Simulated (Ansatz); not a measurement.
All numbers below come from Ansatz, DFT, PBE, plane waves (420 eV) with PAW, scalar-relativistic.

An element in the hcp structure gives this curve. The cell is scaled uniformly from the relaxed one, with fractional coordinates and shape fixed. Energies are extrapolated to zero smearing, pressures are those at the given smearing. Magnetic state: ferromagnetic.

```json
{"V (Å³/atom)": "9.620", "E − E₀ (meV/atom)": "122.2", "P (GPa)": "34.19", "sphere moment (μB)": "0.64"}
{"V (Å³/atom)": "10.057", "E − E₀ (meV/atom)": "49.4", "P (GPa)": "20.00", "sphere moment (μB)": "0.66"}
{"V (Å³/atom)": "10.494", "E − E₀ (meV/atom)": "11.0", "P (GPa)": "8.79", "sphere moment (μB)": "0.67"}
{"V (Å³/atom)": "10.931", "E − E₀ (meV/atom)": "0.0", "P (GPa)": "-0.08", "sphere moment (μB)": "0.69"}
{"V (Å³/atom)": "11.369", "E − E₀ (meV/atom)": "10.5", "P (GPa)": "-7.09", "sphere moment (μB)": "0.70"}
{"V (Å³/atom)": "11.806", "E − E₀ (meV/atom)": "38.1", "P (GPa)": "-12.61", "sphere moment (μB)": "0.71"}
{"V (Å³/atom)": "12.243", "E − E₀ (meV/atom)": "79.1", "P (GPa)": "-16.96", "sphere moment (μB)": "0.72"}
```

Problem. Which element is it?
A. vanadium
B. nickel
C. chromium
D. rhodium

Solution. B. Its fit is V₀ = 10.92 Å³/atom, B₀ = 198 GPa, B₀′ = 4.8.
